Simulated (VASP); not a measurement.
**BP (strained zincblende): one r²SCAN single-point calculation in two programs**

```
CELL_PARAMETERS angstrom
0.00000 2.24563 2.24563
2.24563 0.00000 2.24563
2.24563 2.24563 0.00000
ATOMIC_POSITIONS crystal
B 0.00000 0.00000 0.00000
P 0.25000 0.25000 0.25000
```

The two codes use different PAW datasets and cutoffs. VASP's cell holds 8 valence electrons and Ansatz's 8. Ansatz's stress includes a Pulay correction; VASP's doesn't.

Cutoffs: 520 eV in VASP, 500 eV in Ansatz. k meshes: 10×10×10 and 10×10×10.

```
                              VASP   Ansatz
gap between bands v and c  1.40 eV  1.37 eV
         least direct gap  3.69 eV  3.65 eV
                 pressure  4.9 GPa  5.4 GPa
```

Band v is the last that the valence electrons fill when counted band by band, and c is the next. Levels in eV from the top of v, Ansatz:

| point | v−1 | v | c | c+1 |
| --- | --- | --- | --- | --- |
| Γ | 0.00 | 0.00 | 3.65 | 3.65 |
| X | -4.47 | -4.47 | 1.44 | 1.87 |
| K | -6.72 | -3.81 | 2.35 | 6.49 |
| L | -1.91 | -1.91 | 4.30 | 5.00 |
| W | -6.12 | -5.92 | 5.74 | 7.24 |

VASP:

```
point    v−1      v     c   c+1
    Γ   0.00   0.00  3.69  3.69
    X  -4.46  -4.46  1.48  1.88
    K  -6.70  -3.80  2.38  6.52
    L  -1.90  -1.90  4.34  5.05
    W  -6.11  -5.91  5.78  7.27
```
